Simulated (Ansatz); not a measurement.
Crystal: ZrC.

```
Zr C
1.0
     3.39148    0.00000    0.00000
    -1.69574    2.93710    0.00000
     0.00000    0.00000    5.29005
Zr C
2 2
Direct
  0.66667 0.33333 0.75000
  0.33333 0.66667 0.25000
  0.00000 0.00000 0.50000
  0.00000 0.00000 0.00000
```

The cell comes from a database or a generator and needn't be the stable form of this composition.

Base run:

| Property | Result |
| --- | --- |
| Program | Ansatz 0.2.0 |
| Functional | PBEsol |
| Potentials or basis | all-electron LAPW, scalar-relativistic |
| Cutoff | 235 eV |
| Density cutoff | 938 eV |
| Basis error allowed | 0.002 eV/atom |
| k mesh | 9 × 9 × 5 |
| Occupations | fermi-dirac, width 0.05 eV |
| Spin | no spin polarisation |
| Hubbard terms | Zr d U = 2 eV |

Its results: band gap on the k mesh none (metal or under the smearing width); pressure -5.4 GPa.

Question: After a change of settings the same cell gave: band gap on the k mesh none (metal or under the smearing width); pressure -2.8 GPa. Which change was it?
A. hubbard terms from Zr d U = 2 eV to none
B. hubbard terms from Zr d U = 2 eV to Zr d U = 8 eV
C. potentials or basis from all-electron LAPW, scalar-relativistic to all-electron PAW datasets made for the crystal; hubbard terms from Zr d U = 2 eV to none
D. hubbard terms from Zr d U = 2 eV to Zr d U = 4 eV

Answer: D.

Caveats: U is the effective U less J, on atomic orbitals that reach past the spheres; U without spin polarisation on a metal has little footing; the U is typed as a test and isn't derived for this compound.

Not every run made on this cell is shown here.
